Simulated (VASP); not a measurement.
# Cs in VASP: further runs, part 2 of 2

VASP 6.6.1.

### 5 Single point, PBE

This run uses another cell than the first one, of the same volume but with other edges.

The input, INCAR:

```
PREC = Accurate
ENCUT = 450
EDIFF = 1E-6
ISMEAR = 1
SIGMA = 0.15
LREAL = False
LASPH = True
NELM = 100
ALGO = Normal
ISIF = 2
LWAVE = False
LCHARG = False
GGA = PE
NBANDS = 10
ADDGRID = False
```

The input, KPOINTS:

```
regular mesh
0
Gamma
  5 5 5
```

The input, POSCAR:

```
Cs
1.0
   -2.6528630000      2.7200140000      3.9488130000
    2.8833600000     -2.6988260000      4.0893020000
    2.7318000000      2.7777640000     -3.9345920000
Cs
1
Direct
    0.0073440000      0.0133040000      0.0001460000
```

Potentials or basis: VASP PAW PBE potentials, release 64 (Cs_sv).

Launch:

```bash
$ cat potpaw_PBE.64/Cs_sv/POTCAR > POTCAR
$ mpirun -np 1 vasp_std > vasp.out
```

OUTCAR:

```text
PREC = Accurate
   ENCUT = 450
   EDIFF = 1E-6
   ISMEAR = 1
   LREAL = False
   LASPH = True
   NELM = 100
   ISIF = 2
   GGA = PE

 Found     63 irreducible k-points:

 Following reciprocal coordinates:
            Coordinates               Weight
  0.000000  0.000000  0.000000      1.000000
  0.200000 -0.000000  0.000000      2.000000
  0.400000 -0.000000  0.000000      2.000000
  0.000000  0.200000  0.000000      2.000000
  0.200000  0.200000  0.000000      2.000000
  0.400000  0.200000  0.000000      2.000000
   k-points           NKPTS =     63   k-points in BZ     NKDIM =     63   number of bands    NBANDS=     10
   number of dos      NEDOS =    301   number of ions     NIONS =      1
   total plane-waves  NPLWV =  64000
   dimension x,y,z NGX =    40 NGY =   40 NGZ =   40
   dimension x,y,z NGXF=    80 NGYF=   80 NGZF=   80
   ions per type =               1
   NGX,Y,Z   is equivalent  to a cutoff of  12.13, 11.70, 12.01 a.u.
   NGXF,Y,Z  is equivalent  to a cutoff of  24.27, 23.39, 24.02 a.u.
 SYSTEM =  unknown system
   PREC   = accura    normal or accurate (medium, high low for compatibility)
   ISTART =      0    job   : 0-new  1-cont  2-samecut
   ICHARG =      2    charge: 1-file 2-atom 10-const
   ISPIN  =      1    spin polarized calculation?
   LNONCOLLINEAR =      F non collinear calculations
   LSORBIT =      F    spin-orbit coupling
   LASPH  =      T    aspherical Exc in radial PAW
   ENCUT  =  450.0 eV  33.07 Ry    5.75 a.u.   9.48  9.83  9.58*2*pi/ulx,y,z
   NELM   =    100;   NELMIN=  2; NELMDL= -5     # of ELM steps
   EDIFF  = 0.1E-05   stopping-criterion for ELM
   LREAL  =      F    real-space projection
   EDIFFG = 0.1E-04   stopping-criterion for IOM
   NSW    =      0    number of steps for IOM
   IBRION =     -1    ionic relax: 0-MD 1-quasi-New 2-CG
   NFREE  =      0    steps in history (QN), initial steepest desc. (CG)
   ISIF   =      2    stress and relaxation
   ISYM   =      2    0-nonsym 1-usesym 2-fastsym
   POTIM  = 0.5000    time-step for ionic-motion
   TEBEG  =    0.0;   TEEND  =   0.0 temperature during run
   PSTRESS=    0.0 pullay stress
   NELECT =       9.0000    total number of electrons
   NUPDOWN=      -1.0000    fix difference up-down
   EMIN   =  10.00;   EMAX   =-10.00  energy-range for DOS
   EFERMI =   0.00;   METHOD = LEGACY
   ISMEAR =     1;   SIGMA  =   0.15  broadening in eV -4-tet -1-fermi 0-gaus
   EFERMI_NEDOS =   21; number of points for ismear=-14 and -15
   IALGO  =     38    algorithm
   IMIX   =      4    mixing-type and parameters
     AMIX     =   0.40;   BMIX     =  1.00
     AMIX_MAG =   1.60;   BMIX_MAG =  1.00
  volume/ion in A,a.u.               =     123.95       836.44
  Fermi-wavevector in a.u.,A,eV,Ry     =   0.682981  1.290648  6.346621  0.466464
  Thomas-Fermi vector in A             =   1.762213
   LORBIT       =      0    0 simple, 1 ext, 2 COOP (PROOUT), +10 PAW based schemes
   GGA     = PE    functional components
   LHFCALC =     F    Hartree Fock is set to
   AEXX    =    0.0000 exact exchange contribution
   IVDW    =     0    specifies the selected vdW correction
   LEPSILON=     F    determine dielectric tensor
   LRPA    =     F    only Hartree local field effects (RPA)
 non-spin polarized calculation
 Methfessel and Paxton  Order N= 1 SIGMA  =   0.15
  energy-cutoff  :      450.00
  volume of cell :      123.95
 maximum number of plane-waves:      2710
 NGX is ok and might be reduce to    40

 number of electron       9.0000000 magnetization

 Free energy of the ion-electron system (eV)
  ---------------------------------------------------
  ext. energy  EPLUGINS =         0.00000000
  ---------------------------------------------------
  free energy    TOTEN  =        -0.86912746 eV

  energy without entropy =       -0.87069010  energy(sigma->0) =       -0.86964834

 E-fermi :   0.3359     XC(G=0):  -5.2230

 val. band max:        0.2860453733   @ k =   0.0000   0.0000   0.4000
 cond. band min:       0.3544925537   @ k =  -0.4000   0.4000  -0.0000
 fundamental gap:      0.0684471805
 Fermi energy:         0.3359309706

 k-point     1 :       0.0000    0.0000    0.0000
  band No.  band energies     occupation
      1     -23.6310      2.00000
      2     -10.3882      2.00000
      3     -10.3837      2.00000
      4     -10.3829      2.00000
      5      -1.3297      2.00000
      6       2.4853     -0.00000
      7       2.7443     -0.00000
      8       2.7972     -0.00000
      9       3.6036      0.00000
     10       3.7880      0.00000
[... 53 lines left out ...]
 k-point     6 :       0.4000    0.2000    0.0000
  band No.  band energies     occupation
      1     -23.6261      2.00000
      2     -10.4803      2.00000
      3     -10.4197      2.00000
      4     -10.4078      2.00000
      5       0.5085     -0.06904
      6       1.1007     -0.00000
      7       1.9575     -0.00000
      8       2.8751     -0.00000
      9       3.6676      0.00000
     10       4.1912      0.00000

 [... further k-points ...]

------------------------ aborting loop because EDIFF is reached ----------------------------------------

  FORCE on cell =-STRESS in cart. coord.  units (eV):
  Direction    XX          YY          ZZ          XY          YZ          ZX
  --------------------------------------------------------------------------------------
  -------------------------------------------------------------------------------------
  Total       -0.1337732     -0.0594085     -0.1021812     -0.0020985     -0.0037156     -0.0894594
  in kB       -1.7291757     -0.7679241     -1.3208118     -0.0271261     -0.0480290     -1.1563682
  external PRESSURE =      -1.2726372 kB  Pullay stress =       0.0000000 kB

 VOLUME and BASIS-vectors are now :
 -----------------------------------------------------------------------------
  energy-cutoff  :      450.00
  volume of cell :      123.95
      direct lattice vectors                 reciprocal lattice vectors
    -2.652863000  2.720014000  3.948813000    -0.005972949  0.181656419  0.124099719
     2.883360000 -2.698826000  4.089302000     0.174839185 -0.002819191  0.119401107
     2.731800000  2.777764000 -3.934592000     0.175719406  0.179382947 -0.005511685

 POSITION                                       TOTAL-FORCE (eV/Angst)
 -----------------------------------------------------------------------------------
      0.01928     -0.01552      0.08283         0.000000      0.000000      0.000000
 -----------------------------------------------------------------------------------
    total drift:                               -0.000001      0.000003     -0.000002

  FREE ENERGIE OF THE ION-ELECTRON SYSTEM (eV)
  ---------------------------------------------------
  free  energy   TOTEN  =        -0.8691274576 eV

  energy  without entropy=       -0.8706901001  energy(sigma->0) =       -0.86964834
```

OSZICAR:

```text
N       E                     dE             d eps       ncg     rms          rms(c)
DAV:   1     0.490995654132E+02    0.49100E+02   -0.26389E+03  1260   0.551E+02
DAV:   2     0.399131317878E+01   -0.45108E+02   -0.44181E+02  1572   0.103E+02
DAV:   3    -0.797675188655E+00   -0.47890E+01   -0.47848E+01  1464   0.393E+01
DAV:   4    -0.866824031673E+00   -0.69149E-01   -0.69140E-01  1636   0.556E+00
DAV:   5    -0.867179715113E+00   -0.35568E-03   -0.35568E-03  1768   0.374E-01    0.131E-01
DAV:   6    -0.867932515728E+00   -0.75280E-03   -0.12749E-03  1618   0.170E-01    0.923E-02
DAV:   7    -0.869057753561E+00   -0.11252E-02   -0.37824E-03  1392   0.304E-01    0.353E-02
DAV:   8    -0.869125421336E+00   -0.67668E-04   -0.12038E-04  1502   0.660E-02    0.502E-03
DAV:   9    -0.869127872932E+00   -0.24516E-05   -0.51227E-06  1824   0.111E-02    0.373E-03
DAV:  10    -0.869127457585E+00    0.41535E-06   -0.19508E-06  1468   0.555E-03
   1 F= -.86912746E+00 E0= -.86964834E+00  d E =0.156264E-02
```

stdout:

```text
POSCAR found type information on POSCAR Cs
 POSCAR found :  1 types and       1 ions
 scaLAPACK will be used
 LDA part: xc-table for (Slater+PW92), standard interpolation
 POSCAR, INCAR and KPOINTS ok, starting setup
 FFT: planning ... GRIDC
 FFT: planning ... GRID_SOFT
 FFT: planning ... GRID
 WAVECAR not read
 entering main loop
```

Wall time 26 s (1 thread of Intel Xeon Platinum 8488C (Sapphire Rapids), shared host); peak memory 0.25 GiB.

The run converged, but some of its settings lie outside the range that counts as converged, so its numbers aren't taken as properties of the crystal.

Results:

| Quantity | Value |
| --- | --- |
| Free energy | -0.8691 eV |
| Pressure | -0.1 GPa |
| Band gap on the k mesh | none (metal or under the smearing width) |

### 6 For comparison

An earlier run on the cell as given: functional PBE; potentials or basis VASP PAW PBE potentials, release 64 (Cs_sv); cutoff 520 eV; k mesh 7 × 7 × 7; occupations fermi-dirac, width 0.05 eV; no spin polarisation.

- Pressure: -0.1 GPa
- Band gap on the k mesh: none (metal or under the smearing width)
